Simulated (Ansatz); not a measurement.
# TaN under changes of volume

One of the cells (10.813 Å³/atom); the others are scaled copies at fixed shape and fractional positions:

```xyz
2
Lattice="0.0000 2.2113 2.2113 2.2113 0.0000 2.2113 2.2113 2.2113 0.0000" Properties=species:S:1:pos:R:3 pbc="T T T"
Ta    2.2113    2.2113    2.2113
N     0.0000    0.0000    0.0000
```

The cell comes from a database or a generator and needn't be the stable form of this composition.

* Program: Ansatz 0.2.0
* Functional: PBEsol
* Potentials or basis: all-electron LAPW, scalar-relativistic
* Cutoff: 355 eV (chosen from the basis error)
* Basis error allowed: 0.001 eV/atom
* k mesh: 10 × 10 × 10
* Occupations: fermi-dirac, width 0.05 eV
* Spin: no spin polarisation

```csv
volume (Å³/atom),energy over the lowest point (meV/atom),pressure (GPa)
10.164,?,?
10.381,0.00,3.1
10.597,0.88,-4.2
10.813,11.02,-10.7
11.030,29.45,-16.5
11.246,55.27,-21.6
11.462,87.71,-26.3
```

What does the run at 10.164 Å³/atom give?

Energy over the lowest point 9.46 meV/atom; pressure 11.2 GPa.

Worked out: A Birch-Murnaghan fit of order 3 (a polynomial in V^(-2/3)) to the other rows has its minimum at 10.47 Å³/atom with B0 = V·E''(V) = 353 GPa and B' = 4.3. It gives 9.44 meV/atom at 10.164 Å³/atom, against the run's 9.46, and -dE/dV = 11.1 GPa, against 11.2.

Energies are extrapolated to zero smearing.
